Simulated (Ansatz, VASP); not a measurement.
Si: VASP beside Ansatz

```
CELL_PARAMETERS angstrom
-0.05735 2.72496 2.66440
2.68527 -0.07610 2.68315
2.66461 2.72306 -0.05545
ATOMIC_POSITIONS crystal
Si 0.50000 0.50000 0.50000
Si 0.75000 0.75000 0.75000
```

Change from the starting cell: cell strained at random at fixed volume.

Alike in both runs: task single point; functional LDA; k mesh 8 × 8 × 8; occupations gaussian, width 0.01 eV; no spin polarisation.

```csv
,VASP,Ansatz
version,VASP 6.6.1,Ansatz 0.2.0
potentials or method,"VASP PAW LDA potentials, release 64 (Si), cutoff 520 eV","all-electron LAPW, scalar-relativistic"
```

```csv
,VASP,Ansatz,Ansatz less VASP
gap on the k mesh at the Fermi level (eV),0.33,0.34,+0.008
least direct gap on the mesh (eV),2.18,2.19,+0.004
pressure (GPa),-1.9,-2.0,-0.09
largest component of the traceless stress (GPa),2.89,2.87,-0.021
rms of the force components (eV/Å),0.239,0.239,-0.0004
```

Atom by atom the forces differ by 0.000 eV/Å (rms over components). Ansatz ran all-electron here, so the differences hold the error of VASP's frozen core and of both bases.
